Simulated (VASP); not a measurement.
# From VASP inputs to Ansatz: CdF2 (strained fluorite)

INCAR

```
NELM = 120
IBRION = -1
NSW = 0
LREAL = .FALSE.
SIGMA = 0.02
EDIFF = 1E-7
LWAVE = .FALSE.
LASPH = .TRUE.
NBANDS = 20
LCHARG = .FALSE.
ENCUT = 520
ISIF = 2
ISMEAR = -1
PREC = Accurate
GGA = PE
```

KPOINTS

```
KPOINTS created by Atomic Simulation Environment
0
Gamma
8 8 8
0 0 0
```

KPOINTS_OPT

```
special points
7
Reciprocal
0.0000000000 0.0000000000 0.0000000000 1
0.5000000000 0.0000000000 0.5000000000 1
0.6250000000 0.2500000000 0.6250000000 1
0.3750000000 0.3750000000 0.7500000000 1
0.5000000000 0.5000000000 0.5000000000 1
0.5000000000 0.2500000000 0.7500000000 1
0.2500000000 -0.5000000000 -0.2500000000 1
```

POSCAR

```
Cd F
 1.0000000000000000
     0.0000000000000000    2.6268232390000001    2.6268232390000001
     2.6268232390000001    0.0000000000000000    2.6268232390000001
     2.6268232390000001    2.6268232390000001    0.0000000000000000
 Cd  F
   1   2
Cartesian
  0.0000000000000000  0.0000000000000000  0.0000000000000000
  1.3134116194999998  1.3134116194999998  1.3134116194999998
  3.9402348585000002  3.9402348585000002  3.9402348585000002
```

VASP ran with the recommended PBE PAW datasets (26 valence electrons in the cell).

**Question.** Write an Ansatz input for this cell and level of theory.

**Answer.** 

```yaml
crystal:
  lattice:
    - [0.0, 2.626823239, 2.626823239]
    - [2.626823239, 0.0, 2.626823239]
    - [2.626823239, 2.626823239, 0.0]
  atoms:
    - { symbol: Cd, position: [0.0, 0.0, 0.0] }
    - { symbol: F, position: [0.25, 0.25, 0.25] }
    - { symbol: F, position: [0.75, 0.75, 0.75] }
kpoints:
  mp_grid: { grid: [8, 8, 8] }
  band_path:
    path:
      - [0.0, 0.0, 0.0]
      - [0.5, 0.0, 0.5]
      - [0.625, 0.25, 0.625]
      - [0.375, 0.375, 0.75]
      - [0.5, 0.5, 0.5]
      - [0.5, 0.25, 0.75]
      - [0.25, -0.5, -0.25]
    npoints: 1
hamiltonian:
  xc: pbe
scf:
  occupations: { method: fermi_dirac, width: 0.02 }
  n_extra_bands: 4
output:
  forces: true
  stress: true
  eigenvalues: true
```

Other inputs would serve too.

|  | VASP | Ansatz |
| --- | --- | --- |
| gap between bands v and c | 3.34 eV | 3.38 eV |
| least direct gap | 3.73 eV | 3.77 eV |
| pressure | 17.3 GPa | 16.2 GPa |

The two codes use different PAW datasets and cutoffs. VASP's cell holds 26 valence electrons and Ansatz's 34. Ansatz's stress includes a Pulay correction; VASP's doesn't.
